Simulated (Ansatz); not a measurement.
# NiSi2/ZnS/CoSi2: predicting the conductance of a thicker barrier

**Method.** Ansatz 0.2.0, plane waves with PAW datasets, PBE. Interfaces are relaxed in a short slab (with D3(BJ) where the barrier is layered), set between ideal electrode layers that go on as semi-infinite leads, and the zero-bias conductance G at 300 K comes from T(E) on a typed mesh. The error is the largest of the program's estimates from energy step, mesh, the leads' potential steps and neutrality; its separate bound for narrow resonances between the energies solved isn't counted and can be far larger. The lower electrode is NiSi2 (fluorite 111), the upper CoSi2 (fluorite 111) and the barrier ZnS (wurtzite 0001), on a net of side 3.84 Å; d is the distance between the electrodes' last planes.

The runs shown:

| planes in the barrier | d (Å) | G (S/m²) | error (%) | lead step (meV) |
| --- | --- | --- | --- | --- |
| 4 | 8.83 | 1.19e13 | 20 | 10 |
| 8 | 15.17 | 3.27e11 | 19 | 10 |

Q: A further run has 12 planes, d = 21.50 Å. Fit G ∝ exp(−βd) to the rows shown and predict its conductance.

Working: Through two points, β = ln(1.19e13 / 3.27e11) / (15.17 − 8.83) = 3.60 / 6.34 = 0.567 Å⁻¹. From the last point shown, G = 3.27e11 × exp(−0.567 × 6.33) = 9.02e9 S/m².

**The withheld run.** The run gave 1.53e10 S/m², with an error estimate of 25 % and a lead step of 10 meV. The prediction is 0.59 times that, too low by 41 %. That lies within the runs' own error estimates, carried through the fit.

Caveats: The interfaces are ideal, one cell wide, strained to a common net and relaxed from one registry with their symmetry kept. PBE's gaps are too small, so true decay constants are likely larger where the Fermi level lies deep in a gap. No spin-orbit coupling, phonons, disorder or image charges enter. The rows shown are chosen by tests on error estimates (under 100 to 120 %), lead steps (under 150 meV, though the program warns over 25), intact interfaces and, for fits, a steady trend in the rows shown; the data set holds 414 series of this kind, and not all pass.
